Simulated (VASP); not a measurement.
Runs of VASP 6.6.1 on GaN. It takes space group P6_3mc (No. 186, hexagonal). The conventional cell has a = 3.180 Å, b = 3.180 Å, c = 5.183 Å, α = 90.00°, β = 90.00°, γ = 120.00°. Around Ga (site symmetry 3m) lie 4 N at 1.94 to 1.95 Å. Around N (site symmetry 3m) lie 4 Ga at 1.94 to 1.95 Å. The cell was built by a generator and needn't be a form met in nature.

```tsv
task	level	potentials or basis	spin	cell	k mesh	cutoff (eV)	gap on the mesh (eV)	pressure (GPa)
band structure	r2SCAN	VASP PAW PBE potentials, release 64 (Ga_d, N)	off	as given	12 × 12 × 5	520	(a)	1.5
relaxation of cell and atoms	PBEsol	VASP PAW PBE potentials, release 64 (Ga_d, N)	off	relaxed	12 × 12 × 5	600	1.91	0.0
band structure	PBEsol	VASP PAW PBE potentials, release 64 (Ga_d, N)	off	as given	12 × 12 × 5	520	1.91	0.2
band structure	PBEsol	VASP PAW PBE potentials, release 64 (Ga_d, N)	SOC, no magnetisation	as given	9 × 9 × 4	520	-	0.2
band structure	LDA	VASP PAW LDA potentials, release 64 (Ga_d, N)	off	as given	12 × 12 × 5	520	1.97	-4.1
```

Alike in all rows: smearing gaussian 0.03 eV.

Q: Estimate the missing entries.

A: (a) 2.35.

Caveats: the PAW data sets were made with another functional, which shifts forces and pressure a little (some runs).

A k mesh can miss the band edges, and rows without SOC leave out spin-orbit coupling on Ga.
